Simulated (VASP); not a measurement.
# ZnAu: formation energy of a vacancy on the Au site, part 3 of 4

Aim: the formation energy and local structure of a vacancy on the Au site in ZnAu. The start is a cell from a database of measured crystal structures.

VASP 6.6.1, plane waves and PAW; the level of theory is named at each step.

Still holding for the runs below: The k-mesh is coarse for a metal.

So far. Step 4 (Reference Au): The run ended after 3 ionic steps, 0.000 eV below its first step, once forces and stress met EDIFFG = -0.02. Step 4 (Reference Au): Energy at zero smearing: -69.22130 eV.

## 5. Reference Zn

This step: SCAN; plane waves and PAW (Zn) (VASP 6.6.1).

System of this step: Zn. The structure is hexagonal, space group P6_3/mmc (No. 194). The conventional cell has a = 2.660 Å, b = 2.660 Å, c = 4.937 Å, α = 90.00°, β = 90.00°, γ = 120.00°. Nearest to Zn lie 12 Zn at 2.66 to 2.91 Å.

Zn is not exchanged here; its energy serves the host's formation enthalpy.

Input file INCAR:

```
SYSTEM = Zn
PREC = Normal
ENCUT = 300
EDIFF = 1E-05
NELM = 120
ISMEAR = 1
SIGMA = 0.1
LREAL = Auto
ALGO = Normal
METAGGA = SCAN
LASPH = .TRUE.
NBANDS = 18
LORBIT = 11
LWAVE = .FALSE.
LCHARG = .FALSE.
KPAR = 4
IBRION = 2
NSW = 25
ISIF = 3
EDIFFG = -0.02
POTIM = 0.4
```

Input file POSCAR:

```
Zn
1.0
    2.6600000000      0.0000000000      0.0000000000
   -1.3300000000      2.3036275741      0.0000000000
    0.0000000000      0.0000000000      4.9369600000
Zn
2
Direct
    0.0000000000      0.0000000000      0.0000000000
    0.3333333333      0.6666666667      0.5000000000
```

Input file KPOINTS:

```
Automatic mesh
0
Gamma
11 11 6
0 0 0
```

PAW data sets: Zn (PBE family, release 64).

Started as:

```
mpirun -np 4 vasp_std
```

The log of the run:

```text
[banner, memory and clock lines left out]
running    4 mpi-ranks, on    1 nodes
 distrk:  each k-point on    1 cores,    4 groups
 distr:  one band on    1 cores,    1 groups

 POSCAR found type information on POSCAR Zn
 POSCAR found :  1 types and       2 ions
 [... a notice as in an earlier step ...]

 [... a notice as in an earlier step ...]

 LDA part: xc-table for (None), standard interpolation
 POSCAR, INCAR and KPOINTS ok, starting setup
 FFT: planning ... GRIDC
 FFT: planning ... GRID_SOFT
 FFT: planning ... GRID
 WAVECAR not read
 entering main loop
       N       E                     dE             d eps       ncg     rms          rms(c)
DAV:   1     0.601241107572E+02    0.60124E+02   -0.93469E+03  2368   0.151E+03
DAV:   2    -0.264956128726E+02   -0.86620E+02   -0.84946E+02  2322   0.245E+02
DAV:   3    -0.296977641836E+02   -0.32022E+01   -0.31949E+01  2584   0.557E+01
DAV:   4    -0.297114765272E+02   -0.13712E-01   -0.13711E-01  2580   0.377E+00
DAV:   5    -0.297114965981E+02   -0.20071E-04   -0.20071E-04  2494   0.124E-01    0.401E+00
DAV:   6    -0.268183803893E+02    0.28931E+01   -0.18837E+00  2432   0.261E+01    0.390E+00
DAV:   7    -0.268471554612E+02   -0.28775E-01   -0.11941E-01  3002   0.637E+00    0.233E+00
DAV:   8    -0.268955855828E+02   -0.48430E-01   -0.11057E-01  2420   0.340E+00    0.537E-01
DAV:   9    -0.268924299373E+02    0.31556E-02   -0.14730E-02  2458   0.191E+00    0.843E-02
DAV:  10    -0.268931564531E+02   -0.72652E-03   -0.36035E-03  2416   0.934E-01    0.107E-01
DAV:  11    -0.268928279737E+02    0.32848E-03   -0.79094E-04  2584   0.508E-01    0.210E-02
DAV:  12    -0.268927590393E+02    0.68934E-04   -0.51903E-05  2472   0.911E-02    0.848E-03
DAV:  13    -0.268927144681E+02    0.44571E-04   -0.14409E-05  1584   0.675E-02    0.381E-03
DAV:  14    -0.268927236106E+02   -0.91425E-05   -0.35476E-06  1222   0.275E-02
   1 F= -.26892724E+02 E0= -.26892795E+02  d E =-.268927E+02
 curvature:   0.00 expect dE= 0.000E+00 dE for cont linesearch  0.000E+00
 trial: gam= 0.00000 g(F)=  0.000E+00 g(S)=  0.567E-01 ort = 0.000E+00 (trialstep = 0.100E+01)
 search vector abs. value=  0.567E-01
 bond charge predicted
       N       E                     dE             d eps       ncg     rms          rms(c)
DAV:   1    -0.281698464439E+02   -0.12771E+01   -0.10814E+01  2464   0.595E+01    0.807E+00
DAV:   2    -0.270608908188E+02    0.11090E+01   -0.38560E+00  2476   0.455E+01    0.243E+00
DAV:   3    -0.269724942845E+02    0.88397E-01   -0.15292E-01  2690   0.678E+00    0.141E+00
DAV:   4    -0.269320529295E+02    0.40441E-01   -0.18262E-02  2952   0.206E+00    0.936E-02
DAV:   5    -0.269320223027E+02    0.30627E-04   -0.27365E-03  2366   0.445E-01    0.553E-02
DAV:   6    -0.269320253569E+02   -0.30542E-05   -0.14211E-04  2522   0.114E-01    0.989E-03
DAV:   7    -0.269319892799E+02    0.36077E-04   -0.29636E-05  2160   0.523E-02    0.490E-03
DAV:   8    -0.269319858319E+02    0.34480E-05   -0.31016E-06  1250   0.145E-02
   2 F= -.26931986E+02 E0= -.26932124E+02  d E =-.392622E-01
[... from here on, the cycles between the ionic steps are left out ...]
   3 F= -.26932953E+02 E0= -.26933085E+02  d E =-.402292E-01
   4 F= -.26934518E+02 E0= -.26934637E+02  d E =-.417947E-01
   5 F= -.26933295E+02 E0= -.26933405E+02  d E =-.405710E-01
   6 F= -.26934983E+02 E0= -.26935098E+02  d E =-.422591E-01
   7 F= -.26935293E+02 E0= -.26935401E+02  d E =-.425692E-01
   8 F= -.26935346E+02 E0= -.26935457E+02  d E =-.426221E-01
   9 F= -.26935402E+02 E0= -.26935512E+02  d E =-.426782E-01
  10 F= -.26936344E+02 E0= -.26936368E+02  d E =-.942427E-03
  11 F= -.26936432E+02 E0= -.26936567E+02  d E =-.102973E-02
  12 F= -.26938009E+02 E0= -.26937859E+02  d E =-.157710E-02
  13 F= -.26945434E+02 E0= -.26945398E+02  d E =-.900256E-02
  14 F= -.26944474E+02 E0= -.26944312E+02  d E =-.804216E-02
  15 F= -.26945468E+02 E0= -.26945391E+02  d E =-.903649E-02
  16 F= -.26945411E+02 E0= -.26945320E+02  d E =-.897977E-02
  17 F= -.26945191E+02 E0= -.26944966E+02  d E =0.219939E-03
  18 F= -.26945463E+02 E0= -.26945338E+02  d E =-.517699E-04
  19 F= -.26945457E+02 E0= -.26945317E+02  d E =-.455783E-04
  20 F= -.26945648E+02 E0= -.26945495E+02  d E =-.190657E-03
  21 F= -.26945597E+02 E0= -.26945452E+02  d E =-.140346E-03
 curvature:  -0.23 expect dE=-0.250E-04 dE for cont linesearch -0.243E-04
 ZBRENT: interpolating
 opt :   0.6754  next Energy=   -26.945614 (dE=-0.157E-03)
 bond charge predicted
       N       E                     dE             d eps       ncg     rms          rms(c)
DAV:   1    -0.269458258877E+02   -0.22947E-03   -0.19822E-03  2472   0.856E-01    0.105E-01
DAV:   2    -0.269457418462E+02    0.84041E-04   -0.58843E-04  2692   0.533E-01    0.342E-02
DAV:   3    -0.269456955783E+02    0.46268E-04   -0.20951E-05  1898   0.471E-02    0.192E-02
DAV:   4    -0.269456451674E+02    0.50411E-04   -0.31117E-06  1166   0.317E-02    0.243E-03
DAV:   5    -0.269456402641E+02    0.49033E-05   -0.21307E-06  1152   0.201E-02
  22 F= -.26945640E+02 E0= -.26945493E+02  d E =-.183365E-03
 curvature:  -0.16 expect dE=-0.611E-06 dE for cont linesearch -0.364E-06
 trial: gam= 0.00000 g(F)=  0.336E-42 g(S)=  0.386E-05 ort =-0.222E-04 (trialstep = 0.108E+01)
 search vector abs. value=  0.386E-05
 reached required accuracy - stopping structural energy minimisation
```

The job ended after 78 s (4 MPI ranks of AMD EPYC 9R45, shared host; peak memory 0.38 GiB; 5.1 min of CPU time).

OUTCAR, selected parts (step 5):

```text
   k-points           NKPTS =     64   k-points in BZ     NKDIM =     64   number of bands    NBANDS=     18

   ENCUT  =  300.0 eV  22.05 Ry    4.70 a.u.   3.76  3.76  6.97*2*pi/ulx,y,z

   NELECT =      24.0000    total number of electrons

 E-fermi :   3.3362

 k-point     1 :       0.0000    0.0000    0.0000
  band No.  band energies     occupation
    ...
      9      -4.3371      2.00000
     10      -4.0610      2.00000
     11      -4.0607      2.00000
     12      -0.6714      2.00000
     13       0.6436      2.00000
     14      19.5391      0.00000
     15      22.0048      0.00000
     16      22.0057      0.00000
     17      22.7166      0.00000
     18      23.7222      0.00000

  Total        0.0019454      0.0019454      0.0138674      0.0000000      0.0000000      0.0000000
  in kB        0.1096297      0.1096297      0.7814604      0.0000000      0.0000000      0.0000000
  external PRESSURE =       0.3335732 kB  Pullay stress =       0.0000000 kB

 POSITION                                       TOTAL-FORCE (eV/Angst)
 -----------------------------------------------------------------------------------
      0.00000      0.00000      0.00000        -0.000000      0.000000      0.000000
     -0.00000      1.52017      2.36772         0.000000     -0.000000     -0.000000
 -----------------------------------------------------------------------------------
    total drift:                                0.000000     -0.000000     -0.000000

  FREE ENERGIE OF THE ION-ELECTRON SYSTEM (eV)
  ---------------------------------------------------
  free  energy   TOTEN  =       -26.9456402641 eV

  energy  without entropy=      -26.9451973324  energy(sigma->0) =      -26.94549262

[... 1 part as in an earlier step ...]

[... 15 further parts left out ...]
```

CONTCAR:

```
Zn
   1.00000000000000
     2.6330183571555681    0.0000000000000000    0.0000000000000000
    -1.3165091785777840    2.2802607859597335   -0.0000000000000000
    -0.0000000000000000   -0.0000000000000000    4.7354497214560300
  Zn
     2
Direct
     0.0000000000000000    0.0000000000000000    0.0000000000000000
     0.3333333332999970    0.6666666667000030    0.5000000000000000
```

The run keeps the 24 symmetry operations of its start, so it cannot find a distortion of lower symmetry.

Relaxation path:

| step | energy less that of the first step (eV) | largest force (eV/Å) | pressure (GPa) | volume (Å³) |
| --- | --- | --- | --- | --- |
| 1 | 0.0000 | 0.0000 | -5.22 | 30.25 |
| 2 | -0.0393 | 0.0000 | -1.08 | 28.56 |
| 3 | -0.0402 | 0.0000 | -0.67 | 28.39 |
| 4 | -0.0418 | 0.0000 | -0.60 | 28.06 |
| 5 | -0.0406 | 0.0000 | 2.34 | 27.41 |
| 6 | -0.0423 | 0.0000 | -0.67 | 27.95 |
| 7 | -0.0426 | 0.0000 | 0.53 | 27.68 |
| 8 | -0.0426 | 0.0000 | -0.25 | 27.83 |
| 9 | -0.0427 | 0.0000 | -0.07 | 27.78 |
| 10 | -0.0436 | 0.0000 | 1.44 | 27.68 |
| 11 | -0.0437 | 0.0000 | 1.08 | 27.70 |
| 12 | -0.0453 | 0.0000 | 1.24 | 27.88 |
| 13 | -0.0527 | 0.0000 | 0.06 | 28.41 |
| 14 | -0.0517 | 0.0000 | -1.38 | 28.63 |
| 15 | -0.0527 | 0.0000 | -0.20 | 28.48 |
| 16 | -0.0527 | 0.0000 | -0.32 | 28.50 |
| 17 | -0.0525 | 0.0000 | -0.43 | 28.50 |
| 18 | -0.0527 | 0.0000 | -0.33 | 28.50 |
| 19 | -0.0527 | 0.0000 | -0.34 | 28.50 |
| 20 | -0.0529 | 0.0000 | 0.55 | 28.38 |
| 21 | -0.0529 | 0.0000 | -0.24 | 28.45 |
| 22 | -0.0529 | 0.0000 | 0.03 | 28.43 |

| conventional cell, symmetrised | before | after | change |
| --- | --- | --- | --- |
| a (Å) | 2.660 | 2.633 | -1.0 % |
| b (Å) | 2.660 | 2.633 | -1.0 % |
| c (Å) | 4.937 | 4.735 | -4.1 % |
| volume (Å³/atom) | 15.13 | 14.22 | -6.0 % |

Final coordinates:

```
Zn
1.0
     2.63302    0.00000    0.00000
    -1.31651    2.28026    0.00000
     0.00000    0.00000    4.73545
Zn
2
Direct
  0.00000 0.00000 0.00000
  0.33333 0.66667 0.50000
```

This step gave:

```
electronic cycles       : 146
electrons               : 24
free energy (TOTEN)     : -26.95 eV
energy at zero smearing : -26.95 eV
Fermi energy            : 3.336 eV
```

The run ended after 22 ionic steps, 0.053 eV below its first step, once forces and stress met EDIFFG = -0.02.

The edges of the cell as typed change unequally, by -4.1 to -1.0 %. In a metal that hangs on the k mesh, which was not refined here; the energy is less touched by it than the shape.

Energy at zero smearing: -26.94549 eV.

[end of part 3 of 4]

[Lines on the potential files, build, host, timing and source positions are cut from VASP's logs without a mark.]

[Logs are printed without paths, hosts, clocks, repeated set-up lines and the standing remarks that a program may print on its own settings, such as how far it seeks lower states.]

[Hosts, paths, dates, database ids (printed as entryN), source tags and the programs' standing remarks are cut or masked in the printed files.]

[In band tables of VASP the shares of atoms and orbitals are scaled to a sum of 1 inside the atoms' spheres.]

[Runs that stopped without an error message from VASP are left out.]
